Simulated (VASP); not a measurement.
Here is a VASP 6.6.1 calculation.

File INCAR:

```
PREC = Accurate ; ENCUT = 600
EDIFF = 1E-6 ; ISMEAR = 0
SIGMA = 0.03 ; LREAL = False
LASPH = True ; NELM = 80
ALGO = Normal ; ISIF = 3
LWAVE = False ; LCHARG = False
GGA = PE ; IVDW = 12
IBRION = 2 ; NSW = 90
EDIFFG = -0.01 ; LATTICE_CONSTRAINTS = .TRUE. .TRUE. .FALSE.
KPAR = 4
```

KPOINTS

```
Automatic mesh
0
Gamma
  12 12 1
```

The input POSCAR:

```
TiSe2
1.0
    3.5360000000      0.0000000000      0.0000000000
   -1.7680000000      3.0622658300      0.0000000000
    0.0000000000      0.0000000000     33.0724416000
Se Ti
6 3
Direct
    0.6666666700      0.3333333300      0.2721298900
    0.3333333300      0.6666666700      0.3647883600
    0.6666666700      0.3333333300      0.4536707700
    0.3333333300      0.6666666700      0.5463292300
    0.6666666700      0.3333333300      0.6352116400
    0.3333333300      0.6666666700      0.7278701100
    0.0000000000      0.0000000000      0.3184591200
    0.0000000000      0.0000000000      0.5000000000
    0.0000000000      0.0000000000      0.6815408800
```

Potentials or basis: VASP PAW PBE potentials, release 64 (Se, Ti_sv).

Run with:

```bash
$ cat potpaw_PBE.64/Se/POTCAR potpaw_PBE.64/Ti_sv/POTCAR > POTCAR
$ mpirun -np 4 vasp_std > vasp.out
```

Task: What does it give for the relaxed volume?

Result: 38.53 Å³/atom.

Task: What does it give for the band gap on the k mesh?

Result: None (metal or under the smearing width).

Task: What does it give for the relaxed cell?

Result: a = 3.479 Å, b = 3.479 Å, c = 33.072 Å, α = 90.00°, β = 90.00°, γ = 120.00°.

Task: What does it give for the dispersion energy per atom?

Result: -0.398 eV.

Forces on the atoms (eV/Å):
```
Se   0.000  0.000 -0.004
Se   0.000  0.000  0.009
Se   0.000  0.000  0.001
Se   0.000  0.000 -0.001
Se   0.000  0.000 -0.009
Se   0.000  0.000  0.004
Ti   0.000  0.000 -0.002
Ti   0.000  0.000  0.000
Ti   0.000  0.000  0.002
```
